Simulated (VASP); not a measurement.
# C (P4/mmm) in VASP: further runs, part 2 of 2

VASP 6.6.1. The steps go on from the part before.

### 3 Relaxation of cell and atoms, RPBE

File INCAR:

```
SYSTEM = C
ALGO = Normal ; EDIFF = 1E-6
EDIFFG = -0.02 ; ENCUT = 600
GGA = RP ; IBRION = 2
ISIF = 3 ; ISMEAR = 0
LASPH = .TRUE. ; LCHARG = .FALSE.
LREAL = .FALSE. ; LWAVE = .FALSE.
NELM = 100 ; NSW = 60
PREC = Accurate ; SIGMA = 0.05
```

File KPOINTS:

```
k-points
0
G
  6 6 20
  0 0 0
```

File POSCAR:

```
C
1.0
    4.2551700000      0.0000000000      0.0000000000
    0.0000000000      4.2551700000      0.0000000000
    0.0000000000      0.0000000000      1.2822900000
C
1
Direct
    0.5000000000      0.5000000000      0.5000000000
```

Potentials or basis: VASP PAW PBE potentials, release 64 (C).

Run with:

```sh
> cat potpaw_PBE.64/C/POTCAR > POTCAR
> mpirun -np 1 vasp_std > vasp.out
```

Wall time 41 s (1 thread of Intel Xeon 6975P-C (Granite Rapids), shared host); peak memory 0.13 GiB.

It converged, with:

| Property | Result |
| --- | --- |
| Free energy | -7.8998 eV |
| Relaxed volume | 17.83 Å³/atom |
| Relaxed cell | a = 3.722 Å, b = 3.722 Å, c = 1.287 Å, α = 90.00°, β = 90.00°, γ = 90.00° |
| Space group after relaxing (to 0.05 Å) | P4/mmm (No. 123) |
| Energy gained by relaxing | 11.4 meV/atom |
| Ionic steps | 19 |
| Pressure after relaxing | 0.0 GPa |
| Band gap on the k mesh | none (metal or under the smearing width) |

The path:
```csv
step,energy change (eV),largest force (eV/Å),pressure (GPa),volume (Å³)
1,0.0000,0.0000,0.96,23.22
2,0.0256,0.0000,-5.90,23.68
3,-0.0012,0.0000,-0.34,23.30
4,-0.0012,0.0000,-0.29,23.30
5,-0.0012,0.0000,-0.27,23.30
6,-0.0015,0.0000,-0.26,23.19
7,-0.0023,0.0000,-0.26,22.86
8,-0.0040,0.0000,-0.22,22.22
9,-0.0072,0.0000,-0.11,20.95
10,-0.0112,0.0000,0.28,18.54
11,-0.0113,0.0000,0.42,17.81
12,-0.0099,0.0000,-1.56,17.66
13,-0.0114,0.0000,0.12,17.78
14,-0.0114,0.0000,0.15,17.78
15,-0.0113,0.0000,0.29,17.80
16,-0.0114,0.0000,0.16,17.79
17,-0.0114,0.0000,0.14,17.78
18,-0.0114,0.0000,0.13,17.78
19,-0.0114,0.0000,0.04,17.83
```

Final structure:
```yaml
crystal:
  lattice:
    - [3.72189, 0.00000, 0.00000]
    - [0.00000, 3.72189, 0.00000]
    - [0.00000, 0.00000, 1.28720]
  atoms:
    - { symbol: C, position: [0.50000, 0.50000, 0.50000] }
```

Levels at points of the mesh, in eV from the Fermi level:
| k point | band 1 | band 2 | band 3 | band 4 | band 5 | band 6 |
| --- | --- | --- | --- | --- | --- | --- |
| (0.00, 0.00, 0.00) | -16.44 | -4.87 | -4.87 | 4.49 | 9.27 | 15.94 |
| (0.50, 0.00, 0.00) | -16.32 | -5.78 | -4.78 | 7.63 | 7.82 | 12.17 |
| (0.50, 0.50, 0.00) | -16.21 | -5.60 | -5.60 | 6.37 | 11.45 | 11.45 |
| (0.00, 0.00, 0.50) | -9.00 | 8.14 | 11.23 | 11.23 | 24.00 | 24.00 |
| (0.50, 0.00, 0.50) | -8.99 | 8.33 | 10.92 | 11.26 | 21.49 | 24.30 |
| (0.50, 0.50, 0.50) | -8.98 | 8.51 | 10.97 | 10.97 | 22.09 | 22.09 |

Caveat: the volume moved by over 15 % at a fixed basis, so the end points are rough; the PAW data sets were made with another functional, which shifts forces and pressure a little.

### 4 Relaxation of the atoms, PBE+rVV10

File INCAR:

```
SYSTEM = C
ALGO = Fast
BPARAM = 10.0
CPARAM = 0.0093
EDIFF = 1E-6
EDIFFG = -0.01
ENCUT = 520
GGA = PE
IBRION = 2
ISIF = 2
ISMEAR = -1
IVDW_NL = 2
LASPH = .TRUE.
LCHARG = .FALSE.
LREAL = .FALSE.
LUSE_VDW = .TRUE.
LWAVE = .FALSE.
NELM = 100
NSW = 40
PREC = Accurate
SIGMA = 0.02
```

File C.cif:

```cif
data_C
_cell_length_a 4.25517000
_cell_length_b 4.25517000
_cell_length_c 1.28229000
_cell_angle_alpha 90.00000000
_cell_angle_beta 90.00000000
_cell_angle_gamma 90.00000000
_space_group_name_H-M_alt 'P4/mmm'
_space_group_name_Hall '-P 4 2'
_space_group_IT_number 123
loop_
_space_group_symop_operation_xyz
'x,y,z'
'-x,-y,-z'
'-y,x,z'
'y,-x,-z'
'-x,-y,z'
'x,y,-z'
'y,-x,z'
'-y,x,-z'
'x,-y,-z'
'-x,y,z'
'-y,-x,-z'
'y,x,z'
'-x,y,-z'
'x,-y,z'
'y,x,-z'
'-y,-x,z'
loop_
_atom_site_label
_atom_site_type_symbol
_atom_site_symmetry_multiplicity
_atom_site_Wyckoff_symbol
_atom_site_fract_x
_atom_site_fract_y
_atom_site_fract_z
_atom_site_occupancy
C1 C 1 d 0.5000000000 0.5000000000 0.5000000000 1
```

KPOINTS is that of step 3.

File POSCAR:

```
C 
 1.0000000000000000
     4.2551699999999997    0.0000000000000000    0.0000000000000000
     0.0000000000000000    4.2551699999999997    0.0000000000000000
     0.0000000000000000    0.0000000000000000    1.2822899999999999
 C  
   1
Cartesian
  2.1275849999999998  2.1275849999999998  0.6411450000000000
```

Potentials or basis: VASP PAW PBE potentials, release 64 (C).

Run with:

```sh
> ase convert -i cif -o vasp C.cif POSCAR
> cat potpaw_PBE.64/C/POTCAR > POTCAR
> mpirun -np 1 vasp_std > vasp.out
```

OUTCAR:

```text
SYSTEM = C
   BPARAM = 10.0
   EDIFF = 1E-6
   EDIFFG = -0.01
   ENCUT = 520
   GGA = PE
   IBRION = 2
   ISIF = 2
   ISMEAR = -1
   IVDW_NL = 2
   LASPH = .TRUE.
   LREAL = .FALSE.
   NELM = 100
   NSW = 40
   PREC = Accurate

 ion  position               nearest neighbor table
   1  0.500  0.500  0.500-

  LATTYP: Found a simple tetragonal cell.
 ALAT       =     4.2551700000
 C/A-ratio  =     0.3013487123

  Lattice vectors:

 A1 = (   4.2551700000,   0.0000000000,   0.0000000000)
[... 395 lines left out ...]
  band No.  band energies     occupation
      1     -17.4981      2.00000
      2      -6.4285      2.00000
      3      -5.9936      2.00000
      4       5.1721      0.00000
      5       5.2040      0.00000
      6       9.4456      0.00000

 [... further k-points ...]
[... 5 lines left out ...]
  --------------------------------------------------------------------------------------
  -------------------------------------------------------------------------------------
  Total       -0.1293149     -0.1293149      0.2050655      0.0000000      0.0000000     -0.0000000
  in kB       -8.9235808     -8.9235808     14.1508682      0.0000000      0.0000000     -0.0000000
  external PRESSURE =      -1.2320978 kB  Pullay stress =       0.0000000 kB

 VOLUME and BASIS-vectors are now :
 -----------------------------------------------------------------------------
  energy-cutoff  :      520.00
  volume of cell :       23.22
      direct lattice vectors                 reciprocal lattice vectors
     4.255170000  0.000000000  0.000000000     0.235008237  0.000000000  0.000000000
     0.000000000  4.255170000  0.000000000     0.000000000  0.235008237  0.000000000
     0.000000000  0.000000000  1.282290000     0.000000000  0.000000000  0.779854791

 POSITION                                       TOTAL-FORCE (eV/Angst)
 -----------------------------------------------------------------------------------
      2.12758      2.12758      0.64114         0.000000      0.000000      0.000000
 -----------------------------------------------------------------------------------
    total drift:                                0.000000     -0.000000      0.000000

  FREE ENERGIE OF THE ION-ELECTRON SYSTEM (eV)
  ---------------------------------------------------
  free  energy   TOTEN  =        -8.0302171640 eV

  energy  without entropy=       -8.0297432034  energy(sigma->0) =       -8.02998018

 reached required accuracy - stopping structural energy minimisation
```

CONTCAR:

```text
C
   1.00000000000000
     4.2551699999999997    0.0000000000000000    0.0000000000000000
     0.0000000000000000    4.2551699999999997    0.0000000000000000
     0.0000000000000000    0.0000000000000000    1.2822899999999999
  C
     1
Direct
     0.5000000000000000    0.5000000000000000    0.5000000000000000

  0.00000000E+00  0.00000000E+00  0.00000000E+00
```

Wall time 12 s (1 thread of Intel Xeon 6975P-C (Granite Rapids), shared host); peak memory 0.18 GiB.

Results:

```yaml
Free_energy: -8.0302 eV
Pressure_after_relaxing: -0.1 GPa
Band_gap_on_the_k_mesh: none (metal or under the smearing width)
```

Final structure:
```
C
1.0
     4.25517    0.00000    0.00000
     0.00000    4.25517    0.00000
     0.00000    0.00000    1.28229
C
1
Direct
  0.50000 0.50000 0.50000
```

Caveat: the relaxation stopped at its first step, so nothing moved.

### 5 For comparison

An earlier run on the cell as given: functional PBE; potentials or basis VASP PAW PBE potentials, release 64 (C); cutoff 520 eV; k mesh 6 × 6 × 20; occupations fermi-dirac, width 0.05 eV; no spin polarisation.

- Pressure: 0.1 GPa
- Band gap on the k mesh: none (metal or under the smearing width)

### 6 Overview

```csv
task,level,cell,cutoff (eV),smearing,gap on the mesh (eV),pressure (GPa),relaxed volume (Å³/atom)
relaxation of cell and atoms,PBE,relaxed,600,gaussian 0.05 eV,none,0.0,15.46
relaxation of cell and atoms,RPBE,relaxed,600,gaussian 0.05 eV,none,0.0,17.83
relaxation of the atoms,PBE+rVV10,atoms relaxed,520,fermi-dirac 0.02 eV,none,-0.1,-
single point,PBE,as given,520,fermi-dirac 0.05 eV,none,0.1,-
```

Alike in all rows: potentials or basis VASP PAW PBE potentials, release 64 (C); no spin polarisation; k mesh 6 × 6 × 20.

Caveats: the volume moved by over 15 % at a fixed basis, so the end points are rough (some runs); the PAW data sets were made with another functional, which shifts forces and pressure a little (some runs); the relaxation stopped at its first step, so nothing moved (some runs).

Absolute energies hang on the potentials; compare differences alone.
